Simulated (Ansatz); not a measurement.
**AgI (zincblende type): how the settings move a single-point run**

How sensitive is a single-point run of AgI (zincblende type) to its settings? A reference run comes first, then one run with altered input.

Method: reference: DFT, PBEsol, all-electron LAPW, scalar-relativistic, in Ansatz 0.2.0.

1 further run of the same task is left out (it didn't finish). Runs told in other sessions of the task aren't counted.

**1. Starting point**

Symmetry: F-43m, No. 216, cubic system. The conventional cell has a = 5.442 Å, b = 5.442 Å, c = 5.442 Å, α = 90.00°, β = 90.00°, γ = 90.00°. Around Ag (site symmetry -43m) lie 4 I at 2.36 Å. Around I (site symmetry -43m) lie 4 Ag at 2.36 Å.

As a file:

```xyz
2
Lattice="0.0000 2.7210 2.7210 2.7210 0.0000 2.7210 2.7210 2.7210 0.0000" Properties=species:S:1:pos:R:3 pbc="T T T"
Ag    0.0000    0.0000    0.0000
I     1.3605    1.3605    1.3605
```

**2. Reference**

input.yaml reads:

```yaml
crystal:
  lattice:
    - [0.0, 2.7209945169, 2.7209945169]
    - [2.7209945169, 0.0, 2.7209945169]
    - [2.7209945169, 2.7209945169, 0.0]
  atoms:
    - { symbol: Ag, position: [0.0, 0.0, 0.0] }
    - { symbol: I, position: [0.25, 0.25, 0.25] }
kpoints:
  mp_grid: { grid: [12, 12, 12] }
scf:
  occupations: { method: fermi_dirac, width: 0.05 }
hamiltonian:
  xc: pbesol
  pseudopotentials: { kind: all_electron, lapw: { basis_error: 0.001 } }
output:
  forces: true
  stress: true
  eigenvalues: true
  populations: true
```

Started as:

```console
ansatz run input.yaml --threads 1 --pin off --max-ram 2048MiB --backend cpu --events-out ev --progress --plain --runs-dir out
```

**3. Changed: starting moments, mp_grid.grid [10, 10, 10], spin_polarized true**

input.yaml, as its differences from that of step 2:

```diff
@@ -6,6 +6,6 @@
   atoms:
-    - { symbol: Ag, position: [0.0, 0.0, 0.0] }
-    - { symbol: I, position: [0.25, 0.25, 0.25] }
+    - { symbol: Ag, position: [0.0, 0.0, 0.0], spin: 2.0 }
+    - { symbol: I, position: [0.25, 0.25, 0.25], spin: 1.0 }
 kpoints:
-  mp_grid: { grid: [12, 12, 12] }
+  mp_grid: { grid: [10, 10, 10] }
 scf:
@@ -20 +20,3 @@
   populations: true
+magnetization:
+  spin_polarized: true
```

Q: Predict the outcome of this session. Wanted: for each run, ending; energy change; pressure; gap; force.

The runs gave:

```tsv
run	ending	energy change	pressure (GPa)	gap (eV)	force (eV/Å)	cycles	time
reference	converged	0	68.2	1.20	0.00	7	63 s
1: starting moments, mp_grid.grid [10, 10, 10], spin_polarized true	converged	+0.1 meV/atom	68.2	1.20	0.00	13	2.2 min
```

Residual by cycle in the longest SCF loop of each run; runs are numbered as in the table. The quantity is the density residual dr2, in eV.

```tsv
cycle	reference	run 1
1	0.396	0.392
2	0.0856	0.0384
3	0.00893	0.014
4	1.9e-4	3.6e-4
5	2.9e-6	2.1e-5
6	1.9e-7	2.0e-6
8	-	2.5e-7
9	-	3.4e-7
10	-	2.8e-6
11	-	6.0e-9
12	-	4.1e-10
13	-	1.3e-13
```

What this shows: With the changed spin polarisation and k-point mesh the energy stays within 0.5 meV/atom: no moment survives, so both runs end on the same non-magnetic state. The structure is not at rest: the sound run finds 68 GPa, so these are no properties of the relaxed crystal.  The gap of the reference lacks spin-orbit coupling, though the cell holds I.
